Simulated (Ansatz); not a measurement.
# Barium (omega (AlB2-type)) across density functionals

All rows: Ansatz, plane waves with scalar-relativistic PAW, 420 eV (500 eV for the SCAN forms), relaxed under each functional, no dispersion correction, no zero-point motion. B₀ comes from uniform scaling at fixed shape; a dash is a value not given.

```json
{"functional": "PBE", "V (Å³/atom)": "63.99", "cell": "a = 7.200 Å, c = 4.276 Å (c/a = 0.594)", "B₀ (GPa)": "8", "magnetic state": "spin not included", "ΔE to bcc (meV/atom)": "51"}
{"functional": "r²SCAN", "V (Å³/atom)": "66.46", "cell": "a = 7.321 Å, c = 4.296 Å (c/a = 0.587)", "B₀ (GPa)": "8", "magnetic state": "spin not included", "ΔE to bcc (meV/atom)": "58"}
{"functional": "PBEsol", "V (Å³/atom)": "58.65", "cell": "a = 6.989 Å, c = 4.160 Å (c/a = 0.595)", "B₀ (GPa)": "9", "magnetic state": "spin not included", "ΔE to bcc (meV/atom)": "52"}
{"functional": "RPBE", "V (Å³/atom)": "69.61", "cell": "a = 7.404 Å, c = 4.399 Å (c/a = 0.594)", "B₀ (GPa)": "7", "magnetic state": "spin not included", "ΔE to bcc (meV/atom)": "50"}
{"functional": "BLYP", "V (Å³/atom)": "67.16", "cell": "a = 7.306 Å, c = 4.358 Å (c/a = 0.597)", "B₀ (GPa)": "8", "magnetic state": "spin not included", "ΔE to bcc (meV/atom)": "47"}
```

Question: What does revPBE give?

Answer: V (Å³/atom): 68.18; cell: a = 7.353 Å, c = 4.368 Å (c/a = 0.594); B₀ (GPa): 8; magnetic state: spin not included; ΔE to bcc (meV/atom): 50.
